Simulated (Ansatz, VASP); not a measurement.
# CdS (Greenockite): VASP beside Ansatz

Contents of INCAR:

```
ALGO     = Normal         # electronic algorithm
EDIFF    = 1E-7           # SCF threshold, eV
ENCUT    = 520            # plane-wave cutoff, eV
GGA      = PE             # functional
ISIF     = 2              # what is computed and relaxed
ISMEAR   = -1             # smearing method
LASPH    = T              # aspherical terms in the spheres
LCHARG   = F              # write CHGCAR
LREAL    = F              # projectors in reciprocal space
LWAVE    = F              # write WAVECAR
NBANDS   = 26             # bands
NELM     = 100            # most SCF steps
PREC     = Accurate       # precision mode
SIGMA    = 0.02           # smearing width, eV
```

KPOINTS

```
k-points
0
Gamma
  4 4 2
```

Contents of POSCAR:

```
CdS
1.0
    4.1500000000      0.0000000000      0.0000000000
   -2.0750000000      3.5940054257      0.0000000000
    0.0000000000      0.0000000000      6.7370000000
Cd S
2 2
Direct
    0.6666666667      0.3333333333      0.5000000000
    0.3333333333      0.6666666667      0.0000000000
    0.6666666667      0.3333333333      0.8750000000
    0.3333333333      0.6666666667      0.3750000000
```

The input input.yaml:

```yaml
crystal:
  lattice:
    - [4.15, 0.0, 0.0]
    - [-2.075, 3.5940054257, 0.0]
    - [0.0, 0.0, 6.737]
  atoms:
    - { symbol: Cd, position: [0.6666666667, 0.3333333333, 0.5] }
    - { symbol: Cd, position: [0.3333333333, 0.6666666667, 0.0] }
    - { symbol: S, position: [0.6666666667, 0.3333333333, 0.875] }
    - { symbol: S, position: [0.3333333333, 0.6666666667, 0.375] }
kpoints:
  mp_grid: { grid: [4, 4, 2] }
scf:
  occupations: { method: fermi_dirac, width: 0.02 }
hamiltonian:
  xc: pbe
  pseudopotentials: { kind: all_electron, lapw: { basis_error: 0.003 } }
output:
  forces: true
  stress: true
  eigenvalues: true
```

Alike in both runs: task single point; functional PBE; k mesh 4 × 4 × 2; occupations fermi-dirac, width 0.02 eV; no spin polarisation.

|  | VASP | Ansatz |
| --- | --- | --- |
| version | VASP 6.6.1 | Ansatz 0.2.0 |
| potentials or method | VASP PAW PBE potentials, release 64 (Cd, S) | all-electron LAPW, scalar-relativistic |
| plane-wave cutoff (eV) | 520 | see its input |

|  | VASP | Ansatz | Ansatz less VASP |
| --- | --- | --- | --- |
| gap on the k mesh at the Fermi level (eV) | 1.19 | 1.19 | -0.003 |
| least direct gap on the mesh (eV) | 1.19 | 1.19 | -0.003 |
| pressure (GPa) | 2.5 | 2.2 | -0.31 |
| largest component of the traceless stress (GPa) | 0.28 | 0.27 | -0.012 |
| rms of the force components (eV/Å) | 0.032 | 0.032 | -0.0006 |

Atom by atom the forces differ by 0.001 eV/Å (rms over components). Ansatz ran all-electron here, so the differences hold the error of VASP's frozen core and of both bases.

Caveats: the k mesh is coarse (spacing up to 0.47 Å⁻¹), so the values aren't converged.
